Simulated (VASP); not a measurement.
# TiN (Fm-3m) in VASP: relaxation of cell and atoms with PBE

Aim: the relaxation of cell and atoms of TiN with PBE.

All numbers are computed with VASP 6.6.1; they aren't measurements. Logs are shortened: lines on timing, memory, paths and dates and some standing lists are left out, and cuts for length are marked.

## Step 1: Starting point

The structure is cubic, space group Fm-3m (No. 225). The conventional cell has a = 4.238 Å, b = 4.238 Å, c = 4.238 Å, α = 90.00°, β = 90.00°, γ = 90.00°. Around Ti (site symmetry m-3m) lie 6 N at 2.12 Å. Around N (site symmetry m-3m) lie 6 Ti at 2.12 Å.

## Step 2: Relaxation of cell and atoms, PBE

INCAR

```
SYSTEM = TiN
PREC     = Accurate       ! precision mode
ENCUT    = 600            ! plane-wave cutoff, eV
EDIFF    = 1E-7           ! SCF threshold, eV
ISMEAR   = 0              ! smearing method
SIGMA    = 0.02           ! smearing width, eV
LREAL    = .FALSE.        ! projectors in reciprocal space
LASPH    = .TRUE.         ! aspherical terms in the spheres
NELM     = 100            ! most SCF steps
ALGO     = Normal         ! electronic algorithm
ISIF     = 3              ! what is computed and relaxed
LWAVE    = .FALSE.        ! write WAVECAR
LCHARG   = .FALSE.        ! write CHGCAR
GGA      = PE             ! functional
IBRION   = 2              ! ionic algorithm
NSW      = 80             ! ionic steps
EDIFFG   = -0.004         ! ionic threshold
```

KPOINTS

```
Automatic mesh
0
G
  12 12 12
  0 0 0
```

POSCAR

```
TiN
1.0
    0.0000000000      2.1190000000      2.1190000000
    2.1190000000      0.0000000000      2.1190000000
    2.1190000000      2.1190000000      0.0000000000
Ti N
1 1
Direct
    0.0000000000      0.0000000000      0.0000000000
    0.5000000000      0.5000000000      0.5000000000
```

Potentials or basis: VASP PAW PBE potentials, release 64 (Ti_sv, N).

The run is started by

```console
cat potpaw_PBE.64/Ti_sv/POTCAR potpaw_PBE.64/N/POTCAR > POTCAR
mpirun -np 1 vasp_std > vasp.out
```

OUTCAR:

```text
SYSTEM = TiN
   PREC = Accurate
   ENCUT = 600
   EDIFF = 1E-7
   ISMEAR = 0
   LREAL = .FALSE.
   LASPH = .TRUE.
   NELM = 100
   ISIF = 3
   GGA = PE
   IBRION = 2
   NSW = 80
   EDIFFG = -0.004

 ion  position               nearest neighbor table
   1  0.000  0.000  0.000-   2 2.12   2 2.12   2 2.12   2 2.12   2 2.12   2 2.12
   2  0.500  0.500  0.500-   1 2.12   1 2.12   1 2.12   1 2.12   1 2.12   1 2.12

  LATTYP: Found a face centered cubic cell.
 ALAT       =     4.2380000000

  Lattice vectors:

 A1 = (   0.0000000000,   2.1190000000,   2.1190000000)
 A2 = (   2.1190000000,   0.0000000000,   2.1190000000)
 A3 = (   2.1190000000,   2.1190000000,   0.0000000000)

Analysis of symmetry for initial positions (statically):
=====================================================================
 Subroutine PRICEL returns:
 Original cell was already a primitive cell.

 Routine SETGRP: Setting up the symmetry group for a
 face centered cubic supercell.

 Subroutine GETGRP returns: Found 48 space group operations
 (whereof 48 operations were pure point group operations)
 out of a pool of 48 trial point group operations.

The static configuration has the point symmetry O_h .

Analysis of symmetry for dynamics (positions and initial velocities):
=====================================================================
 Subroutine PRICEL returns:
 Original cell was already a primitive cell.

 Routine SETGRP: Setting up the symmetry group for a
 face centered cubic supercell.

 Subroutine GETGRP returns: Found 48 space group operations
 (whereof 48 operations were pure point group operations)
 out of a pool of 48 trial point group operations.

The dynamic configuration has the point symmetry O_h .

 Subroutine INISYM returns: Found 48 space group operations
 (whereof 48 operations are pure point group operations),
 and found     1 'primitive' translations

----------------------------------------------------------------------------------------

                                     Primitive cell

  volume of cell :      19.0293

  direct lattice vectors                    reciprocal lattice vectors
     0.000000000  2.119000000  2.119000000    -0.235960359  0.235960359  0.235960359
     2.119000000  0.000000000  2.119000000     0.235960359 -0.235960359  0.235960359
     2.119000000  2.119000000  0.000000000     0.235960359  0.235960359 -0.235960359

  length of vectors
     2.996718539  2.996718539  2.996718539     0.408695330  0.408695330  0.408695330

  position of ions in fractional coordinates (direct lattice)
     0.000000000  0.000000000  0.000000000
     0.500000000  0.500000000  0.500000000

  ion indices of the primitive-cell ions
   primitive index   ion index
                 1           1
                 2           2

----------------------------------------------------------------------------------------

 KPOINTS: Automatic mesh

Automatic generation of k-mesh.
 Grid dimensions read from file:
 generate k-points for:   12   12   12

 Generating k-lattice:

  Cartesian coordinates                     Fractional coordinates (reciprocal lattice)
    -0.019663363  0.019663363  0.019663363     0.083333333  0.000000000  0.000000000
     0.019663363 -0.019663363  0.019663363     0.000000000  0.083333333  0.000000000
     0.019663363  0.019663363 -0.019663363     0.000000000  0.000000000  0.083333333

  Length of vectors
     0.034057944  0.034057944  0.034057944

  Shift w.r.t. Gamma in fractional coordinates (k-lattice)
     0.000000000  0.000000000  0.000000000

 Subroutine IBZKPT returns following result:
 ===========================================

 Found     72 irreducible k-points:

 Following reciprocal coordinates:
            Coordinates               Weight
  0.000000  0.000000  0.000000      1.000000
  0.083333  0.000000  0.000000      8.000000
  0.166667  0.000000  0.000000      8.000000
  0.250000  0.000000  0.000000      8.000000
  0.333333  0.000000  0.000000      8.000000
  0.416667  0.000000  0.000000      8.000000
[... 16 lines left out ...]
  0.500000  0.166667  0.000000     24.000000
 -0.416667  0.166667  0.000000     24.000000
 [... further k-points ...]
   k-points           NKPTS =     72   k-points in BZ     NKDIM =     72   number of bands    NBANDS=     12
   number of dos      NEDOS =    301   number of ions     NIONS =      2
   total plane-waves  NPLWV =  13824
   dimension x,y,z NGX =    24 NGY =   24 NGZ =   24
   dimension x,y,z NGXF=    48 NGYF=   48 NGZF=   48
   ions per type =               1   1
   NGX,Y,Z   is equivalent  to a cutoff of  13.31, 13.31, 13.31 a.u.
   NGXF,Y,Z  is equivalent  to a cutoff of  26.63, 26.63, 26.63 a.u.
 SYSTEM =  TiN
   PREC   = accura    normal or accurate (medium, high low for compatibility)
   ISTART =      0    job   : 0-new  1-cont  2-samecut
   ICHARG =      2    charge: 1-file 2-atom 10-const
   ISPIN  =      1    spin polarized calculation?
   LNONCOLLINEAR =      F non collinear calculations
   LSORBIT =      F    spin-orbit coupling
   LASPH  =      T    aspherical Exc in radial PAW
   ENCUT  =  600.0 eV  44.10 Ry    6.64 a.u.   5.99  5.99  5.99*2*pi/ulx,y,z
   NELM   =    100;   NELMIN=  2; NELMDL= -5     # of ELM steps
   EDIFF  = 0.1E-06   stopping-criterion for ELM
   LREAL  =      F    real-space projection
   EDIFFG = -.4E-02   stopping-criterion for IOM
   NSW    =     80    number of steps for IOM
   IBRION =      2    ionic relax: 0-MD 1-quasi-New 2-CG
   NFREE  =      1    steps in history (QN), initial steepest desc. (CG)
   ISIF   =      3    stress and relaxation
   ISYM   =      2    0-nonsym 1-usesym 2-fastsym
   POTIM  = 0.5000    time-step for ionic-motion
   TEBEG  =    0.0;   TEEND  =   0.0 temperature during run
   PSTRESS=    0.0 pullay stress
   NELECT =      17.0000    total number of electrons
   NUPDOWN=      -1.0000    fix difference up-down
   EMIN   =  10.00;   EMAX   =-10.00  energy-range for DOS
   EFERMI =   0.00;   METHOD = LEGACY
   ISMEAR =     0;   SIGMA  =   0.02  broadening in eV -4-tet -1-fermi 0-gaus
   EFERMI_NEDOS =   21; number of points for ismear=-14 and -15
   IALGO  =     38    algorithm
   IMIX   =      4    mixing-type and parameters
     AMIX     =   0.40;   BMIX     =  1.00
     AMIX_MAG =   1.60;   BMIX_MAG =  1.00
  volume/ion in A,a.u.               =       9.51        64.21
  Fermi-wavevector in a.u.,A,eV,Ry     =   1.576704  2.979539 33.824024  2.485996
  Thomas-Fermi vector in A             =   2.677497
   LORBIT       =      0    0 simple, 1 ext, 2 COOP (PROOUT), +10 PAW based schemes
   GGA     = PE    functional components
   LHFCALC =     F    Hartree Fock is set to
   AEXX    =    0.0000 exact exchange contribution
   IVDW    =     0    specifies the selected vdW correction
   LEPSILON=     F    determine dielectric tensor
   LRPA    =     F    only Hartree local field effects (RPA)
 conjugate gradient relaxation of ions
 non-spin polarized calculation
 Gauss-broadening in eV      SIGMA  =   0.02
  energy-cutoff  :      600.00
  volume of cell :       19.03
 maximum number of plane-waves:       650
   NGX = 11   NGY = 11   NGZ = 11

--------------------------------------- Ionic step        1  -------------------------------------------

 number of electron      17.0000001 magnetization

 Free energy of the ion-electron system (eV)
  ---------------------------------------------------
  ext. energy  EPLUGINS =         0.00000000
  ---------------------------------------------------
  free energy    TOTEN  =       -19.63789040 eV

  energy without entropy =      -19.63748171  energy(sigma->0) =      -19.63768605

------------------------ aborting loop because EDIFF is reached ----------------------------------------

  FORCE on cell =-STRESS in cart. coord.  units (eV):
  Direction    XX          YY          ZZ          XY          YZ          ZX
  --------------------------------------------------------------------------------------
  -------------------------------------------------------------------------------------
  Total        0.2482589      0.2482589      0.2482589     -0.0000000      0.0000000     -0.0000000
  in kB       20.9022259     20.9022259     20.9022259     -0.0000000      0.0000000     -0.0000000
  external PRESSURE =      20.9022259 kB  Pullay stress =       0.0000000 kB
[... 57 lines left out ...]
  energy  without entropy=      -19.6366035271  energy(sigma->0) =      -19.63680954

--------------------------------------- Ionic step        3  -------------------------------------------

 number of electron      17.0000002 magnetization

 Free energy of the ion-electron system (eV)
  ---------------------------------------------------
  ext. energy  EPLUGINS =         0.00000000
  ---------------------------------------------------
  free energy    TOTEN  =       -19.63880977 eV

  energy without entropy =      -19.63839975  energy(sigma->0) =      -19.63860476

 E-fermi :  11.3287     XC(G=0): -12.9940

 val. band max:       11.3237142886   @ k =   0.5000   0.2500   0.0833
 cond. band min:      11.3338473441   @ k =   0.1667   0.0000   0.0000
 fundamental gap:      0.0101330555
 Fermi energy:        11.3287302744

 k-point     1 :       0.0000    0.0000    0.0000
  band No.  band energies     occupation
      1     -46.5007      2.00000
      2     -22.4837      2.00000
      3     -22.4837      2.00000
      4     -22.4837      2.00000
      5      -5.6886      2.00000
      6       9.3468      2.00000
      7       9.3468      2.00000
      8       9.3468      2.00000
      9      10.7695      2.00000
     10      10.7695      2.00000
     11      10.7695      2.00000
     12      11.9516      0.00000
[... 331 lines left out ...]
 k-point    24 :      -0.4167    0.1667    0.0000
  band No.  band energies     occupation
      1     -46.3969      2.00000
      2     -23.0464      2.00000
      3     -22.6483      2.00000
      4     -22.5607      2.00000
      5      -3.4481      2.00000
      6       3.9230      2.00000
      7       5.9712      2.00000
      8       6.1317      2.00000
      9      12.6269      0.00000
     10      12.9460      0.00000
     11      13.4597      0.00000
     12      15.8031      0.00000

 [... further k-points ...]

------------------------ aborting loop because EDIFF is reached ----------------------------------------

  FORCE on cell =-STRESS in cart. coord.  units (eV):
  Direction    XX          YY          ZZ          XY          YZ          ZX
  --------------------------------------------------------------------------------------
  -------------------------------------------------------------------------------------
  Total       -0.0006500     -0.0006500     -0.0006500     -0.0000000      0.0000000     -0.0000000
  in kB       -0.0543220     -0.0543220     -0.0543220     -0.0000000      0.0000000     -0.0000000
  external PRESSURE =      -0.0543220 kB  Pullay stress =       0.0000000 kB
[... 17 lines left out ...]
  FREE ENERGIE OF THE ION-ELECTRON SYSTEM (eV)
  ---------------------------------------------------
  free  energy   TOTEN  =       -19.6388097736 eV

  energy  without entropy=      -19.6383997511  energy(sigma->0) =      -19.63860476

 reached required accuracy - stopping structural energy minimisation
```

It took 33 s on 1 thread of Intel Xeon Platinum 8375C at 2.90GHz (Ice Lake), shared host; peak memory 0.15 GiB.

Results:

| Property | Result |
| --- | --- |
| Free energy | -19.6388 eV |
| Relaxed volume | 9.59 Å³/atom |
| Relaxed cell | a = 3.004 Å, b = 3.004 Å, c = 3.004 Å, α = 60.00°, β = 60.00°, γ = 60.00° |
| Space group after relaxing (to 0.05 Å) | Fm-3m (No. 225) |
| Energy gained by relaxing | 0.5 meV/atom |
| Ionic steps | 3 |
| Pressure after relaxing | 0.0 GPa |
| Band gap on the k mesh | none (metal or under the smearing width) |

Step by step:
```tsv
step	energy change (eV)	largest force (eV/Å)	pressure (GPa)	volume (Å³)
1	0.0000	0.0000	2.09	19.03
2	0.0009	0.0000	-2.81	19.37
3	-0.0009	0.0000	-0.01	19.17
```

Final structure:
```
CELL_PARAMETERS angstrom
0.00000 2.12427 2.12427
2.12427 0.00000 2.12427
2.12427 2.12427 0.00000
ATOMIC_POSITIONS crystal
Ti 0.00000 0.00000 0.00000
N 0.50000 0.50000 0.50000
```

Levels at points of the mesh, in eV from the Fermi level:
```tsv
k point	band 5	band 6	band 7	band 8	band 9	band 10	band 11	band 12
(0.00, 0.00, 0.00)	-17.02	-1.98	-1.98	-1.98	-0.56	-0.56	-0.56	0.62
(0.50, 0.00, 0.00)	-14.58	-7.99	-5.40	-5.40	1.72	1.72	2.38	5.74
(0.50, 0.50, 0.00)	-15.61	-5.77	-3.17	-3.17	-2.99	1.67	2.41	2.41
```

PBE usually gives volumes a little too large and moduli too small. Zero-point motion and thermal expansion aren't in these numbers.
